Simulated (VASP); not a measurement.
The system is ZnS (Wurtzite-2H).

```
Zn S
1.0
     3.81100    0.00000    0.00000
    -1.90550    3.30042    0.00000
     0.00000    0.00000    6.23400
Zn S
2 2
Direct
  0.33333 0.66667 0.00000
  0.66667 0.33333 0.50000
  0.33333 0.66667 0.38500
  0.66667 0.33333 0.88500
```

| Property | Result |
| --- | --- |
| Program | VASP 6.6.1 |
| Task | relaxation of cell and atoms |
| Functional | PBE |
| Potentials or basis | VASP PAW PBE potentials, release 64 (Zn, S) |
| Cutoff | 600 eV |
| k mesh | 9 × 9 × 5 |
| Occupations | gaussian, width 0.03 eV |
| Spin | no spin polarisation |

At the start: pressure 2.5 GPa; volume 19.60 Å³/atom.

Where does the relaxation end?

Over 12 steps the energy falls by 9.8 meV/atom and the volume is 20.22 Å³/atom (+3.2 %); space group P6_3mc (No. 186, to 0.05 Å).

Step by step:
| step | energy change (eV) | largest force (eV/Å) | pressure (GPa) | volume (Å³) |
| --- | --- | --- | --- | --- |
| 1 | 0.0000 | 0.3225 | 2.49 | 78.41 |
| 2 | -0.0315 | 0.0914 | -0.84 | 81.91 |
| 3 | -0.0329 | 0.1293 | -0.26 | 81.29 |
| 4 | -0.0329 | 0.1256 | -0.32 | 81.35 |
| 5 | -0.0361 | 0.0684 | -0.12 | 81.10 |
| 6 | -0.0375 | 0.0137 | -0.01 | 80.87 |
| 7 | -0.0356 | 0.1086 | 0.48 | 80.42 |
| 8 | -0.0377 | 0.0089 | 0.07 | 80.78 |
| 9 | -0.0391 | 0.0049 | 0.12 | 80.78 |
| 10 | -0.0391 | 0.0078 | 0.12 | 80.78 |
| 11 | -0.0391 | 0.0017 | -0.08 | 81.01 |
| 12 | -0.0392 | 0.0050 | 0.00 | 80.90 |

Final structure:
```
Zn S
1.0
     3.84746    0.00000    0.00000
    -1.92373    3.33200    0.00000
     0.00000    0.00000    6.31048
Zn S
2 2
Direct
  0.33333 0.66667 0.00518
  0.66667 0.33333 0.50518
  0.33333 0.66667 0.37982
  0.66667 0.33333 0.87982
```
